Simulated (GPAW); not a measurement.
Crystal: Sb.

```
Sb
1.0
     2.15420    1.24373    3.75800
    -2.15420    1.24373    3.75800
     0.00000   -2.48746    3.75800
Sb
2
Direct
  0.76651 0.76651 0.76651
  0.23349 0.23349 0.23349
```

Base run:

| Item | Value |
| --- | --- |
| Program | GPAW 26.7.0 |
| Functional | PBE |
| Potentials or basis | GPAW PAW data sets (gpaw-data 1.2.1) |
| Cutoff | 450 eV |
| Basis | pw |
| k mesh | 6 × 6 × 6 |
| Occupations | fermi-dirac, width 0.05 eV |
| Spin | no spin polarisation |

Its results: band gap on the k mesh none (metal or under the smearing width); pressure 0.9 GPa; largest force 0.056 eV/Å.

The run is repeated on the same cell with these changes: functional from PBE to LDA; potentials or basis from GPAW PAW data sets (gpaw-data 1.2.1) to the program's PAW data sets (release 1.2.1) made for this functional; cutoff from 450 eV to 500 eV. What comes out?

Band gap on the k mesh none (metal or under the smearing width); pressure -2.0 GPa; largest force 0.101 eV/Å.

Caveats: the cutoff is short for stress and forces, so pressures can be off by a GPa or more.
